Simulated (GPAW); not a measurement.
# FePt (Tetraferroplatinum) (P4/mmm) in GPAW: settings compared, part 2 of 2

GPAW 26.7.0. The steps go on from the part before.

### Step 3. Band structure, vdW-DF, collinear spin, ferromagnetic start, spin-orbit coupling

run.py reads:

```python
import numpy as np
from ase.dft.bandgap import bandgap
from ase.io import read, write
from gpaw import GPAW, PW
from gpaw.spinorbit import soc_eigenstates

atoms = read('FePt.xyz')
atoms.set_initial_magnetic_moments([0.0, 3.0])

calc = GPAW(mode=PW(600),
            xc={'name': 'vdW-DF', 'backend': 'libvdwxc'},
            kpts={'size': (7, 7, 5), 'gamma': True},
            occupations={'name': 'fermi-dirac', 'width': 0.05},
            nbands=24,
            convergence={'density': 1e-05, 'energy': 1e-05},
            maxiter=150,
            txt='gpaw.txt')
atoms.calc = calc
energy = atoms.get_potential_energy()
forces = atoms.get_forces()
calc.write('gs.gpw')
write('result.traj', atoms)
print(f'Energy: {energy:.6f} eV')
print('Forces (eV/A):')
print(forces.round(4))
print('Moments:', calc.get_magnetic_moments().round(3))
print('Fermi level:', round(calc.get_fermi_level(), 4), 'eV')
print(f'Gap: {bandgap(calc)[0]:.4f} eV, direct: {bandgap(calc, direct=True)[0]:.4f} eV')

path = atoms.cell.bandpath('GXMGZRAZ,XR,MA', npoints=60, eps=1e-4)
bs_calc = calc.fixed_density(kpts=path, symmetry='off', nbands=34,
                             convergence={'bands': 'CBM+6.0', 'eigenstates': 1e-6}, txt='bands.txt')
bs = bs_calc.band_structure()
bs.write('bs.json')
print(f'Gap on the path: {bandgap(bs_calc)[0]:.4f} eV')

soc = soc_eigenstates(bs_calc, theta=0, phi=0)
np.savetxt('soc_bands.dat', soc.eigenvalues(), fmt='%.4f')
mesh = soc_eigenstates('gs.gpw', theta=0, phi=0)
np.savetxt('soc_mesh.dat', mesh.eigenvalues(), fmt='%.4f')
print('Fermi level with spin-orbit coupling:', round(mesh.fermi_level, 4), 'eV')
```

FePt.xyz reads:

```xyz
2
Lattice="2.7235000000 0.0000000000 0.0000000000 0.0000000000 2.7235000000 0.0000000000 0.0000000000 0.0000000000 3.7200000000" Properties=species:S:1:pos:R:3 pbc="T T T"
Pt     1.3617500000      1.3617500000      1.8600000000
Fe     0.0000000000      0.0000000000      0.0000000000
```

Potentials or basis: GPAW PAW data sets (gpaw-data 1.2.1), pw.

Launch:

```console
$ OMP_NUM_THREADS=1 python run.py
```

It took 64 s on 1 thread of Arm Neoverse V1, shared host; peak memory 0.31 GiB.

It converged, with:

```
Free energy             : -133.2261 eV
Band gap along the path : none (metal or under the smearing width)
Net moment              : 3.22 μB per cell
Site moments            : Pt +0.36; Fe +2.86 μB
```

Levels at the corners of the path, in eV from the Fermi level:
```csv
point,band 21,band 22,band 23,band 24,band 25,band 26,band 27,band 28
Γ,-0.72,-0.68,-0.54,-0.08,0.57,1.53,1.72,1.79
X,-1.56,-1.35,-1.15,-0.93,0.32,0.57,0.70,2.03
M,0.81,1.25,1.33,1.38,1.63,1.66,1.68,1.84
Γ,-0.72,-0.68,-0.54,-0.08,0.57,1.53,1.72,1.79
Z,-1.86,-1.86,-1.80,-1.51,-0.73,-0.55,0.17,0.39
R,-0.71,-0.56,-0.49,-0.29,0.27,0.29,0.80,1.50
A,-1.12,-0.99,0.45,0.74,0.80,1.62,6.26,6.84
Z,-1.86,-1.86,-1.80,-1.51,-0.73,-0.55,0.17,0.39
X,-1.56,-1.35,-1.15,-0.93,0.32,0.57,0.70,2.03
R,-0.71,-0.56,-0.49,-0.29,0.27,0.29,0.80,1.50
M,0.81,1.25,1.33,1.38,1.63,1.66,1.68,1.84
A,-1.12,-0.99,0.45,0.74,0.80,1.62,6.26,6.84
```

Caveat: spin-orbit coupling was added after a scalar SCF, so levels and gaps hold it while energy, forces, pressure and moments don't; this program's spin-orbit splittings come out too wide for heavy elements; the PAW data sets were made with another functional, which shifts forces and pressure a little.

### Step 4. Band structure, LDA+U, collinear spin, ferromagnetic start

run.py reads:

```python
from ase.dft.bandgap import bandgap
from ase.io import read, write
from ase.units import GPa
from gpaw import GPAW, PW

atoms = read('POSCAR')
atoms.set_initial_magnetic_moments([0.0, 3.0])

calc = GPAW(mode=PW(600),
            xc='LDA',
            kpts={'size': (7, 7, 5), 'gamma': True},
            occupations={'name': 'fermi-dirac', 'width': 0.05},
            setups={'Fe': ':d,6.0', 'Pt': ':d,5.3'},
            nbands=24,
            convergence={'density': 1e-05, 'energy': 1e-05},
            maxiter=150,
            txt='gpaw.txt')
atoms.calc = calc
energy = atoms.get_potential_energy()
forces = atoms.get_forces()
stress = atoms.get_stress()
calc.write('gs.gpw')
write('result.traj', atoms)
print(f'Energy: {energy:.6f} eV')
print('Forces (eV/A):')
print(forces.round(4))
print('Stress (GPa):', (stress / GPa).round(3))
print('Moments:', calc.get_magnetic_moments().round(3))
print('Fermi level:', round(calc.get_fermi_level(), 4), 'eV')
print(f'Gap: {bandgap(calc)[0]:.4f} eV, direct: {bandgap(calc, direct=True)[0]:.4f} eV')

path = atoms.cell.bandpath('GXMGZRAZ,XR,MA', npoints=100, eps=1e-4)
bs_calc = calc.fixed_density(kpts=path, symmetry='off', nbands=34,
                             convergence={'bands': 'CBM+6.0', 'eigenstates': 1e-6}, txt='bands.txt')
bs = bs_calc.band_structure()
bs.write('bs.json')
print(f'Gap on the path: {bandgap(bs_calc)[0]:.4f} eV')
```

POSCAR reads:

```
FePt
1.0
    2.7235000000      0.0000000000      0.0000000000
    0.0000000000      2.7235000000      0.0000000000
    0.0000000000      0.0000000000      3.7200000000
Pt Fe
1 1
Direct
    0.5000000000      0.5000000000      0.5000000000
    0.0000000000      0.0000000000      0.0000000000
```

Potentials or basis: the program's PAW data sets (release 1.2.1) made for this functional, pw.

Launch:

```console
$ OMP_NUM_THREADS=1 python run.py
```

Wall time 1.8 min (1 thread of Arm Neoverse V1, shared host); peak memory 0.31 GiB.

The run converged. Its results:

```
Free energy             : -13.6897 eV
Pressure                : 4.2 GPa
Band gap along the path : none (metal or under the smearing width)
Net moment              : 3.79 μB per cell
Site moments            : Pt +0.20; Fe +3.50 μB
```

Stress tensor (GPa, compression positive):
```
 7.16  0.00  0.00
 0.00  7.16  0.00
 0.00  0.00 -1.63
```

Levels at the corners of the path, in eV from the Fermi level:
Spin up:
```
point  band 12  band 13  band 14  band 15  band 16  band 17
    Γ    -2.28    -2.28    -1.85     2.13     5.96     7.33
    X    -3.80    -2.68    -1.46     1.62     5.95     7.36
    M    -2.47    -0.10     1.54     1.54     5.91     7.34
    Γ    -2.28    -2.28    -1.85     2.13     5.96     7.33
    Z    -3.65    -3.21    -3.21    -1.98     5.94     7.32
    R    -2.17    -2.09    -0.94    -0.28     4.48     5.93
    A    -2.82    -0.10     5.93     6.80     6.80     6.88
    Z    -3.65    -3.21    -3.21    -1.98     5.94     7.32
    X    -3.80    -2.68    -1.46     1.62     5.95     7.36
    R    -2.17    -2.09    -0.94    -0.28     4.48     5.93
    M    -2.47    -0.10     1.54     1.54     5.91     7.34
    A    -2.82    -0.10     5.93     6.80     6.80     6.88
```
Spin down:
| point | band 8 | band 9 | band 10 | band 11 | band 12 | band 13 |
| --- | --- | --- | --- | --- | --- | --- |
| Γ | -2.98 | -2.98 | -1.74 | 2.20 | 2.62 | 3.83 |
| X | -3.52 | -2.36 | -1.03 | 0.69 | 2.26 | 2.98 |
| M | -0.87 | 0.63 | 1.91 | 1.91 | 2.49 | 3.69 |
| Γ | -2.98 | -2.98 | -1.74 | 2.20 | 2.62 | 3.83 |
| Z | -3.00 | -2.88 | -2.88 | -1.67 | 2.17 | 2.82 |
| R | -2.84 | -2.00 | -0.56 | 0.03 | 1.65 | 2.99 |
| A | -0.87 | -0.32 | 0.40 | 0.40 | 0.64 | 2.85 |
| Z | -3.00 | -2.88 | -2.88 | -1.67 | 2.17 | 2.82 |
| X | -3.52 | -2.36 | -1.03 | 0.69 | 2.26 | 2.98 |
| R | -2.84 | -2.00 | -0.56 | 0.03 | 1.65 | 2.99 |
| M | -0.87 | 0.63 | 1.91 | 1.91 | 2.49 | 3.69 |
| A | -0.87 | -0.32 | 0.40 | 0.40 | 0.64 | 2.85 |

Caveat: spin-orbit coupling is left out, which moves the levels of the heavy elements; the U is typed as a test and isn't derived for this compound.

### Step 5. Band structure, LDA, collinear spin, ferromagnetic start

run.py: that of step 4 with these lines changed.

```diff
@@ -3,5 +3,7 @@
 from ase.units import GPa
-from gpaw import GPAW, PW
+from gpaw import GPAW, PW, setup_paths
 
-atoms = read('POSCAR')
+setup_paths.insert(0, '.')
+
+atoms = read('FePt.cif')
 atoms.set_initial_magnetic_moments([0.0, 3.0])
@@ -12,3 +14,2 @@
             occupations={'name': 'fermi-dirac', 'width': 0.05},
-            setups={'Fe': ':d,6.0', 'Pt': ':d,5.3'},
             nbands=24,
@@ -31,3 +32,3 @@
 
-path = atoms.cell.bandpath('GXMGZRAZ,XR,MA', npoints=100, eps=1e-4)
+path = atoms.cell.bandpath('GXMGZRAZ,XR,MA', npoints=80, eps=1e-4)
 bs_calc = calc.fixed_density(kpts=path, symmetry='off', nbands=34,
```

FePt.cif reads:

```cif
data_FePt
_cell_length_a 2.72350000
_cell_length_b 2.72350000
_cell_length_c 3.72000000
_cell_angle_alpha 90.00000000
_cell_angle_beta 90.00000000
_cell_angle_gamma 90.00000000
_space_group_name_H-M_alt 'P1'
_space_group_name_Hall 'P 1'
_space_group_IT_number 1
loop_
_space_group_symop_operation_xyz
'x,y,z'
loop_
_atom_site_label
_atom_site_type_symbol
_atom_site_symmetry_multiplicity
_atom_site_Wyckoff_symbol
_atom_site_fract_x
_atom_site_fract_y
_atom_site_fract_z
_atom_site_occupancy
Pt1 Pt 1 a 0.5000000000 0.5000000000 0.5000000000 1
Fe1 Fe 1 a 0.0000000000 0.0000000000 0.0000000000 1
```

Potentials or basis: PAW data sets generated in the run's folder for this functional, pw.

Launch:

```console
$ gpaw-setup -f LDA Fe Pt
$ OMP_NUM_THREADS=1 python run.py
```

It took 80 s on 1 thread of Arm Neoverse V1, shared host; peak memory 0.28 GiB.

Results (log left out):

| Property | Result |
| --- | --- |
| Free energy | -18.2455 eV |
| Pressure | -12.9 GPa |
| Band gap along the path | none (metal or under the smearing width) |
| Net moment | 3.17 μB per cell |
| Site moments | Pt +0.34; Fe +2.78 μB |

Stress tensor (GPa, compression positive):
```
-13.88   0.00   0.00
  0.00 -13.88   0.00
  0.00   0.00 -11.01
```

Levels at the corners of the path, in eV from the Fermi level:
Spin up:
| point | band 9 | band 10 | band 11 | band 12 | band 13 | band 14 | band 15 | band 16 |
| --- | --- | --- | --- | --- | --- | --- | --- | --- |
| Γ | -2.76 | -1.90 | -1.67 | -0.44 | -0.25 | -0.25 | 2.24 | 7.58 |
| X | -3.18 | -2.68 | -2.25 | -1.91 | -1.63 | 0.35 | 2.01 | 7.57 |
| M | -0.81 | -0.39 | -0.29 | -0.29 | 0.54 | 1.56 | 1.56 | 7.53 |
| Γ | -2.76 | -1.90 | -1.67 | -0.44 | -0.25 | -0.25 | 2.24 | 7.58 |
| Z | -2.35 | -2.16 | -2.16 | -2.09 | -2.09 | -1.55 | -0.83 | 7.57 |
| R | -2.80 | -0.96 | -0.67 | -0.63 | -0.52 | -0.38 | -0.32 | 4.78 |
| A | -3.33 | -2.01 | -1.75 | -0.81 | 0.54 | 6.92 | 6.92 | 7.56 |
| Z | -2.35 | -2.16 | -2.16 | -2.09 | -2.09 | -1.55 | -0.83 | 7.57 |
| X | -3.18 | -2.68 | -2.25 | -1.91 | -1.63 | 0.35 | 2.01 | 7.57 |
| R | -2.80 | -0.96 | -0.67 | -0.63 | -0.52 | -0.38 | -0.32 | 4.78 |
| M | -0.81 | -0.39 | -0.29 | -0.29 | 0.54 | 1.56 | 1.56 | 7.53 |
| A | -3.33 | -2.01 | -1.75 | -0.81 | 0.54 | 6.92 | 6.92 | 7.56 |
Spin down:
```
point  band 7  band 8  band 9  band 10  band 11  band 12  band 13  band 14
    Γ   -2.38   -2.38   -0.81    -0.74     0.50     1.58     1.71     1.71
    X   -3.45   -2.48   -1.40    -1.15    -0.92     0.41     0.74     2.28
    M   -4.74    0.80    1.14     1.57     1.79     1.79     1.82     1.82
    Γ   -2.38   -2.38   -0.81    -0.74     0.50     1.58     1.71     1.71
    Z   -2.53   -1.93   -1.93    -1.34    -0.62     0.08     0.47     0.47
    R   -2.81   -2.29   -0.45    -0.36    -0.34     0.85     1.53     1.55
    A   -1.99   -1.52   -1.33    -1.33     0.68     0.81     1.85     7.71
    Z   -2.53   -1.93   -1.93    -1.34    -0.62     0.08     0.47     0.47
    X   -3.45   -2.48   -1.40    -1.15    -0.92     0.41     0.74     2.28
    R   -2.81   -2.29   -0.45    -0.36    -0.34     0.85     1.53     1.55
    M   -4.74    0.80    1.14     1.57     1.79     1.79     1.82     1.82
    A   -1.99   -1.52   -1.33    -1.33     0.68     0.81     1.85     7.71
```

Caveat: spin-orbit coupling is left out, which moves the levels of the heavy elements.

### Step 6. The runs side by side

| level | potentials or basis | spin | U | band points | spin axis theta (degrees) | spin axis phi (degrees) | soc after scf | pressure (GPa) | moment (μB) |
| --- | --- | --- | --- | --- | --- | --- | --- | --- | --- |
| vdW-DF2 | GPAW PAW data sets (gpaw-data 1.2.1), pw | collinear, ferromagnetic start, SOC | - | 80 | 54.7 | 45 | second variation | - | 3.13 |
| vdW-DF | GPAW PAW data sets (gpaw-data 1.2.1), pw | collinear, ferromagnetic start, SOC | - | 60 | 0 | 0 | second variation | - | 3.22 |
| LDA+U | the program's PAW data sets (release 1.2.1) made for this functional, pw | collinear, ferromagnetic start | Fe d U = 6 eV, Pt d U = 5.3 eV | 100 | - | - | - | 4.2 | 3.79 |
| LDA | PAW data sets generated in the run's folder for this functional, pw | collinear, ferromagnetic start | - | 80 | - | - | - | -12.9 | 3.17 |

Alike in all rows: task band structure; cell as given; k mesh 7 × 7 × 5; cutoff (eV) 600; smearing fermi-dirac 0.05 eV.

Caveats: spin-orbit coupling was added after a scalar SCF, so levels and gaps hold it while energy, forces, pressure and moments don't (some runs); this program's spin-orbit splittings come out too wide for heavy elements (some runs); the PAW data sets were made with another functional, which shifts forces and pressure a little (some runs); spin-orbit coupling is left out, which moves the levels of the heavy elements (some runs); the U is typed as a test and isn't derived for this compound (some runs).

Absolute energies hang on the potentials; compare differences alone.
